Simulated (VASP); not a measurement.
Set up this calculation in VASP 6.6.1, as the native input.

| Item | Value |
| --- | --- |
| Task | single point |
| Functional | r2SCAN |
| Potentials or basis | VASP PAW PBE potentials, release 64 (Bi_d) |
| Cutoff | 520 eV |
| k mesh | 6 × 6 × 6 |
| Occupations | gaussian, width 0.1 eV |
| Spin | no spin polarisation |
| Dipole correction | no |
| Further INCAR settings | ALGO = Normal; EDIFF = 1e-06; NBANDS = 14 |

The system is Bi.

```
Bi
1.0
     3.50656    0.00000    0.00000
    -1.75328    3.03677    0.00000
     0.00000    0.00000    3.27644
Bi
1
Direct
  0.00000 0.00000 0.00000
```

The cell was built by a generator and needn't be a form met in nature.

These files were run (other wordings do the same):

POSCAR

```
Bi
1.0
    3.5065618443      0.0000000000      0.0000000000
   -1.7532809221      3.0367716371      0.0000000000
    0.0000000000      0.0000000000      3.2764437233
Bi
1
Direct
    0.0000000000      0.0000000000      0.0000000000
```

INCAR.step1

```
  PREC = Accurate
  ENCUT = 520
  ISMEAR = 0
  SIGMA = 0.1
  LREAL = F
  LASPH = T
  NELM = 100
  NBANDS = 14
  GGA = PE
  ALGO = Normal
  EDIFF = 1E-4
  LWAVE = T
  LCHARG = F
```

INCAR.step2

```
  PREC = Accurate
  ENCUT = 520
  EDIFF = 1E-6
  ISMEAR = 0
  SIGMA = 0.1
  LREAL = F
  LASPH = T
  NELM = 100
  ALGO = Normal
  ISIF = 2
  LWAVE = F
  LCHARG = F
  METAGGA = R2SCAN
  LMIXTAU = T
  NBANDS = 14
  ISTART = 1
```

KPOINTS

```
regular mesh
0
Gamma
  6 6 6
```

Potentials or basis: VASP PAW PBE potentials, release 64 (Bi_d).

Run with:

```console
$ cat potpaw_PBE.64/Bi_d/POTCAR > POTCAR
$ cp INCAR.step1 INCAR
$ mpirun -np 1 vasp_std > vasp.out
$ cp INCAR.step2 INCAR
$ mpirun -np 1 vasp_std > vasp.out
```

It gave:

```yaml
Pressure: -2.7 GPa
Band_gap_on_the_k_mesh: none (metal or under the smearing width)
```

Caveat: the PAW data sets were made with another functional, which shifts forces and pressure a little; spin-orbit coupling is left out, which moves the levels of the heavy elements.

Wall time 30 s on 1 thread of AMD EPYC 9R14 (Zen 4), with other jobs on the host, peak memory 0.13 GiB.
